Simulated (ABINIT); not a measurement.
# Pb: band structure with PBEsol

The system is Pb.

```
CELL_PARAMETERS angstrom
0.00000 3.43900 3.43900
3.43900 0.00000 3.43900
3.43900 3.43900 0.00000
ATOMIC_POSITIONS crystal
Pb 0.25000 0.25000 0.25000
Pb 0.00000 0.00000 0.00000
```

This isn't the form of Pb at room conditions, which is fcc.

* Program: ABINIT 10.8.3 (patched build)
* Task: band structure
* Functional: PBEsol
* Potentials or basis: PseudoDojo NC SR PBEsol v0.4.1 standard
* Cutoff: 762 eV
* k mesh: 7 × 7 × 7
* Occupations: fermi-dirac, width 0.05 eV
* Spin: no spin polarisation

| Property | Result |
| --- | --- |
| Pressure | 0.5 GPa |
| Band gap on the k mesh | none (metal or under the smearing width) |
| Valence electrons inside the program's atomic spheres | Pb 10.06, 10.01 (radii [1.0584] Å) |

Levels at the corners of the path, in eV from the Fermi level:
```tsv
point	band 12	band 13	band 14	band 15	band 16	band 17
Γ	-3.96	0.40	0.40	0.40	2.41	2.41
X	-8.51	-1.98	-1.98	0.82	0.82	7.19
W	-8.49	-2.45	-2.45	2.73	2.73	4.24
K	-8.08	-2.74	-1.64	0.95	3.00	5.17
Γ	-3.96	0.40	0.40	0.40	2.41	2.41
L	-7.13	-0.99	-0.75	-0.75	3.52	3.52
U	-8.08	-2.74	-1.64	0.95	3.00	5.17
W	-8.49	-2.45	-2.45	2.73	2.73	4.24
L	-7.13	-0.99	-0.75	-0.75	3.52	3.52
K	-8.08	-2.74	-1.64	0.95	3.00	5.17
```

Wall time 2.2 min on 1 thread of Arm Neoverse V2, with other jobs on the host, peak memory 0.2 GiB.

Caveat: spin-orbit coupling is left out, which moves the levels of the heavy elements.
